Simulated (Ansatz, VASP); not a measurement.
## TaSi in VASP and in Ansatz

```
Ta Si
1.0
     3.15457    0.00000    0.00000
     0.00000    3.15457    0.00000
     0.00000    0.00000    3.15457
Ta Si
1 1
Direct
  0.50000 0.50000 0.50000
  0.00000 0.00000 0.00000
```

Alike in both runs: functional PBE; k mesh 6 × 6 × 6; occupations gaussian, width 0.1 eV; no spin polarisation.

Ansatz relaxed the structure, and its values are those at the end. VASP's run is a single point on that final structure, the one shown.

|  | VASP | Ansatz |
| --- | --- | --- |
| version | VASP 6.6.1 | Ansatz 0.2.0 |
| potentials or method | VASP PAW PBE potentials, release 64 (Ta_pv, Si) | scalar-relativistic, plane waves, PAW |
| plane-wave cutoff (eV) | 520 | 420 |
| valence electrons in the cell | 15 | 17 |

Ansatz gave:

- gap on the k mesh at the Fermi level (eV): none
- pressure (GPa): -0.1

Question: What did VASP give for the same quantities?

Answer: gap on the k mesh at the Fermi level (eV): none; pressure (GPa): 0.0.

A gap of «none» marks a metal or a gap that the smearing closes. The two sets of potentials don't hold the same shells in valence.

The runs have no spin-orbit coupling, so splittings on Ta are missing.
